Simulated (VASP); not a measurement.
Crystal: Sn.

```xyz
2
Lattice="0.0000 3.2333 3.2333 3.2333 0.0000 3.2333 3.2333 3.2333 0.0000" Properties=species:S:1:pos:R:3 pbc="T T T"
Sn    4.8500    4.8500    4.8500
Sn    3.2333    3.2333    3.2333
```

This isn't the form of Sn at room conditions, which is tetragonal (white tin).

- Program: VASP 6.6.1
- Task: relaxation of cell and atoms
- Functional: vdW-DF2
- Potentials or basis: VASP PAW PBE potentials, release 64 (Sn_d)
- Cutoff: 600 eV
- k mesh: 7 × 7 × 7
- Occupations: fermi-dirac, width 0.05 eV
- Spin: no spin polarisation

At the start: pressure 7.7 GPa; volume 33.80 Å³/atom.

Task: Where does the relaxation end?

Result: Over 7 steps the energy falls by 139.0 meV/atom and the volume is 40.72 Å³/atom (+20.5 %); space group Fd-3m (No. 227, to 0.05 Å).

Step by step:
| step | energy change (eV) | largest force (eV/Å) | pressure (GPa) | volume (Å³) |
| --- | --- | --- | --- | --- |
| 1 | 0.0000 | 0.0000 | 7.73 | 67.61 |
| 2 | -0.2671 | 0.0000 | -0.98 | 84.85 |
| 3 | -0.2779 | 0.0000 | 0.07 | 81.24 |
| 4 | -0.2779 | 0.0000 | -0.04 | 81.53 |
| 5 | -0.2779 | 0.0000 | 0.03 | 81.41 |
| 6 | -0.2779 | 0.0000 | -0.03 | 81.46 |
| 7 | -0.2779 | 0.0000 | 0.01 | 81.43 |

Final structure:
```
Sn
1.0
     0.00000    3.44024    3.44024
     3.44024    0.00000    3.44024
     3.44024    3.44024    0.00000
Sn
2
Direct
  0.75000 0.75000 0.75000
  0.50000 0.50000 0.50000
```

Caveat: the volume moved by over 15 % at a fixed basis, so the end points are rough; the PAW data sets were made with another functional, which shifts forces and pressure a little; the volume moved by +20 % from the deposited cell, more than functionals usually miss.
